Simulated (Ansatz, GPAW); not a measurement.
Given: the input of a run of Ansatz 0.2.0 on GaAs. 

Contents of input.yaml:

```yaml
crystal:
  lattice:
    - [0.0, 2.82685, 2.82685]
    - [2.82685, 0.0, 2.82685]
    - [2.82685, 2.82685, 0.0]
  atoms:
    - { symbol: As, position: [0.75, 0.75, 0.75] }
    - { symbol: Ga, position: [0.0, 0.0, 0.0] }
kpoints:
  mp_grid: { grid: [8, 8, 8] }
scf:
  occupations: { method: gaussian, width: 0.026 }
hamiltonian:
  xc: pbe
  pseudopotentials: { kind: all_electron, lapw: { basis_error: 0.001 } }
output:
  forces: true
  stress: true
  eigenvalues: true
```

Potentials or basis: all-electron LAPW, scalar-relativistic.

Run with:

```console
$ ansatz run input.yaml --threads 1 --pin off --max-ram 3072MiB --backend cpu --events-out ev --progress --plain --runs-dir out
```

What does the same run look like in GPAW 26.7.0 (ASE script)? Potentials or basis there: GPAW PAW data sets (gpaw-data 1.2.1), cutoff 600 eV.

As run (cutoffs and basis follow the program's own potentials, and thresholds, step limits or extra output files can differ):

Contents of run.py:

```python
from ase.dft.bandgap import bandgap
from ase.io import read, write
from ase.units import GPa
from gpaw import GPAW, PW

atoms = read('GaAs.xyz')

calc = GPAW(mode=PW(600),
            xc='PBE',
            kpts={'size': (8, 8, 8), 'gamma': True},
            occupations={'name': 'methfessel-paxton', 'order': 0, 'width': 0.026000000000000002},
            nbands=11,
            convergence={'density': 1e-05, 'energy': 1e-05},
            maxiter=150,
            txt='gpaw.txt')
atoms.calc = calc
energy = atoms.get_potential_energy()
forces = atoms.get_forces()
stress = atoms.get_stress()
calc.write('gs.gpw')
write('result.traj', atoms)
print(f'Energy: {energy:.6f} eV')
print('Forces (eV/A):')
print(forces.round(4))
print('Stress (GPa):', (stress / GPa).round(3))
print('Fermi level:', round(calc.get_fermi_level(), 4), 'eV')
print(f'Gap: {bandgap(calc)[0]:.4f} eV, direct: {bandgap(calc, direct=True)[0]:.4f} eV')
```

File GaAs.xyz:

```xyz
2
Lattice="0.0000000000 2.8268500000 2.8268500000 2.8268500000 0.0000000000 2.8268500000 2.8268500000 2.8268500000 0.0000000000" Properties=species:S:1:pos:R:3 pbc="T T T"
As     4.2402750000      4.2402750000      4.2402750000
Ga     0.0000000000      0.0000000000      0.0000000000
```

Potentials or basis: GPAW PAW data sets (gpaw-data 1.2.1), pw.

Command:

```bash
$ OMP_NUM_THREADS=1 python run.py
```

Both were run:

|  | Ansatz | GPAW |
| --- | --- | --- |
| Pressure | 3.3 GPa | 4.3 GPa |

Where Ansatz's input types no cutoff or centring, it takes its own default and a Γ-centred mesh.

Pressure is positive in compression.
